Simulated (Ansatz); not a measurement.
MnO2:

```
Mn O
1.0
     2.90416    0.00000    0.00000
     0.00000    3.84481    0.00000
     0.00000    0.00000    6.16426
Mn O
2 4
Direct
  0.50000 0.50000 0.34330
  0.00000 0.00000 0.65670
  0.50000 0.00000 0.83757
  0.00000 0.50000 0.16243
  0.50000 0.00000 0.42180
  0.00000 0.50000 0.57820
```

Measurements of this composition are mostly on another form, of space group No. 136.

Below is the output of Ansatz 0.2.0 for this cell. Logs are shortened: lines on timing, memory, paths and dates and some standing lists are left out, and cuts for length are marked.

```text
Warning: RAYON_NUM_THREADS=2 ignored (pool sized by the plan → 2); use --threads N
Engine: ansatz 0.2.0, aarch64-unknown-linux-gnu
Pseudopotentials: kind: paw
Pseudopotential: Mn, paw, valence charge 15, recommended cutoff 420 eV (normal), Mn.paw.azcp
Pseudopotential: O, paw, valence charge 6, recommended cutoff 420 eV (normal), O.paw.azcp
Functional definition: PBEsol
  exchange = pbesol_x
  correlation = pbesol_c
Crystal: 6 atoms, lattice volume = 68.830 Å³
Basis set: ecut = 420 eV, 1337 PW (Γ), exchange–correlation on 40×54×90 points (8 copies of the dense FFT grid, shifted against one another)
Bands: 37, of which v1, the nominal top of the filled ones, is band 27 counted from 1 (26 counted from 0)
Symmetry: 4 space group operations
Space group: Pmm2 (ITA 25), of the structure as read, at distance tolerance 4.1e-5 Å
Magnetic group: BNS 25.57 (UNI 155), of the structure as read, at distance tolerance 4.1e-5 Å
k-points: 60 of 315 (time reversal used)
Non-local potential: Mn, projectors of the file, l = 0: 3, l = 1: 2, l = 2: 3, l = 3: 1
Non-local potential: O, projectors of the file, l = 0: 2, l = 1: 2, l = 2: 1
PAW form: soft (Blöchl's): semilocal exchange-correlation on the pseudo side does not see the compensation charge
PAW frozen core: Mn, regenerated for the run's functional, and the local potential with it (the file was generated under x = pbe(κ = 0.804, μ = 0.2195149727645171), c = pbe(β = 0.06672455060314922))
PAW frozen core: O, regenerated for the run's functional, and the local potential with it (the file was generated under x = pbe(κ = 0.804, μ = 0.2195149727645171), c = pbe(β = 0.06672455060314922))
PAW one-centre angular grid: Mn, 590 points (default); XC on 64 Gauss nodes
PAW one-centre angular grid: O, 110 points (default); XC on 64 Gauss nodes
Initial density: superposition of atomic densities (chi_scale 0.1, normalization cell, long waves kept (reshape's long-wave potential 0.46 eV rms))
Starting moments: Σ|m| = 6.13 μB on 2 of 6 sites
[... 33 lines left out ...]
Internal energy: -9979.823111 eV  (E = F + TS)
E sigma→0 (E₀):  -9979.826130 eV
Entropy (-TS):   -0.006039 eV (-1.006 meV/atom)
Fermi energy:    7.493697 eV
--- Per-component energies (eV) ---
  E_band       = -757.616940
  E_kinetic    = 1288.370749
  E_local      = -7310.971907  (includes V_loc(G=0)·N_el)
  E_nonlocal   = 672.475501
  E_hartree    = 2984.892627
  E_xc         = -512.208189
  E_vxc        = -657.516646  (∫ρ·V_xc dr)
  E_paw        = -3139.754872  (= ΣΔE_a)
  E_vpaw       = -719.764152  (= ΣTr[D̂ρ^β])
  E_aug_tail   = 0.009549  (compensation charges beyond the density's cutoff)
  E_ewald      = -3963.117022
  E_core_change = 0.480452  (= ΣΔE_core)
  E_smearing   = -0.006039  (= −TS)
  E_closure    = -0.000000  (closes the sum)
  Σ components = -9979.829149   (vs F -9979.829149, Δ=0.00e0)
--- Forces (eV/Å), atoms counted from 1 ---
  atom   1  Mn     0.00000000     0.00000000    -0.31516415
  atom   2  Mn    -0.00000000    -0.00000000     0.31516591
  atom   3  O      0.00000000    -0.00000000    -1.18960578
  atom   4  O     -0.00000000     0.00000000     1.18960211
  atom   5  O     -0.00000000     0.00000000     0.17853382
  atom   6  O      0.00000000    -0.00000000    -0.17852963
  max |Σ_I F_I| component: 2.29e-6 eV/Å
--- Stress (GPa, compression-positive) ---
      -18.783228       0.000000       0.000000
        0.000000     -12.215565      -0.000000
        0.000000      -0.000000     -10.738384
  P = ⅓ Tr σ = -13.9124 GPa (-139.124 kbar)
--- Band table (eV; the first three rows and the last of 120) ---
  k-point 0 ↑: bands = ["-74.0890", "-71.0221", "-42.9204", "-42.8955", "-42.8682", "-40.0473", "-39.8349", "-39.8166", "-12.3610", "-10.6295", "-10.1399", "-9.8874", "0.5929", "1.3476", "1.8168", "1.8868", "2.7933", "3.8925", "3.9326", "4.2332", "4.5551", "4.9541", "4.9936", "5.1735", "5.7152", "6.3594", "7.4469", "8.0680", "8.1489", "8.6474", "9.7036", "9.7431", "9.7959", "11.0906", "13.6407", "17.1090", "18.0270"]
  k-point 1 ↑: bands = ["-74.0890", "-71.0221", "-42.9204", "-42.8955", "-42.8682", "-40.0473", "-39.8349", "-39.8166", "-12.3530", "-10.6300", "-10.2120", "-9.8243", "0.5927", "1.3522", "1.8855", "1.8912", "2.7740", "3.8948", "3.9459", "4.2615", "4.5347", "4.8428", "4.9541", "5.1993", "5.7047", "6.3704", "7.4369", "8.0347", "8.1488", "8.6468", "9.7165", "9.7471", "9.7814", "11.0982", "13.9418", "16.6026", "18.3898"]
  k-point 2 ↑: bands = ["-74.0890", "-71.0221", "-42.9204", "-42.8955", "-42.8682", "-40.0473", "-39.8349", "-39.8166", "-12.3397", "-10.6314", "-10.2948", "-9.7559", "0.5926", "1.3718", "1.8985", "1.9835", "2.7437", "3.8987", "4.0366", "4.3079", "4.5031", "4.5383", "4.9542", "5.2383", "5.6878", "6.3774", "7.4208", "7.9928", "8.1487", "8.6448", "9.7362", "9.7535", "9.7585", "11.1101", "14.7024", "15.6870", "18.9516"]
  k-point 59 ↓: bands = ["-74.0815", "-71.0135", "-42.9636", "-42.9178", "-42.8813", "-40.1597", "-39.8165", "-39.8144", "-10.9136", "-10.8413", "-9.9605", "-9.6779", "0.2462", "0.3989", "1.9543", "2.3977", "2.7254", "2.8810", "3.1946", "3.5317", "4.3154", "4.7124", "4.8533", "5.2988", "5.3756", "5.8920", "7.0953", "7.8934", "8.6487", "9.0513", "9.1011", "9.4610", "10.2049", "10.6417", "18.5207", "18.8236", "19.7758"]
```

Write the input and the command behind it.

Single point with PBEsol, collinear spin, random start. The files as run (others can give the same):

input.yaml
```yaml
crystal:
  lattice:
    - [2.904158, 0.0, 0.0]
    - [0.0, 3.84481, 0.0]
    - [0.0, 0.0, 6.164264]
  atoms:
    - { symbol: Mn, position: [0.5, 0.5, 0.3433015], spin: -2.09 }
    - { symbol: Mn, position: [0.0, 0.0, 0.6566985], spin: 4.04 }
    - { symbol: O, position: [0.5, 0.0, 0.8375675] }
    - { symbol: O, position: [0.0, 0.5, 0.1624325] }
    - { symbol: O, position: [0.5, 0.0, 0.4217995] }
    - { symbol: O, position: [0.0, 0.5, 0.5782005] }
hamiltonian:
  xc: pbesol
  pseudopotentials: { kind: paw }
magnetization:
  spin_polarized: true
kpoints:
  mp_grid: { grid: [9, 7, 5] }
scf:
  occupations: { method: fermi_dirac, width: 0.05 }
output:
  forces: true
  stress: true
  eigenvalues: true
```

Potentials or basis: Ansatz PAW.
The run is started by
```console
$ ansatz run input.yaml --threads 2 --pin off --max-ram 5632MiB --backend cpu --events-out ev --progress --plain --runs-dir out
```

Caveat: the magnetic or orbital state may not be the lowest; odd divisions of the mesh miss points on the zone boundary, where band edges often lie, so the gap on the mesh can be too wide; the pressure holds a Pulay correction of +0.8 GPa for the finite cutoff; the PAW data sets come from PBE, with cores solved anew for the run's functional, which leaves a small shift of forces and pressure; forces of over 1 eV/Å show positions far from the minimum, so gaps and moduli don't describe the material at rest.
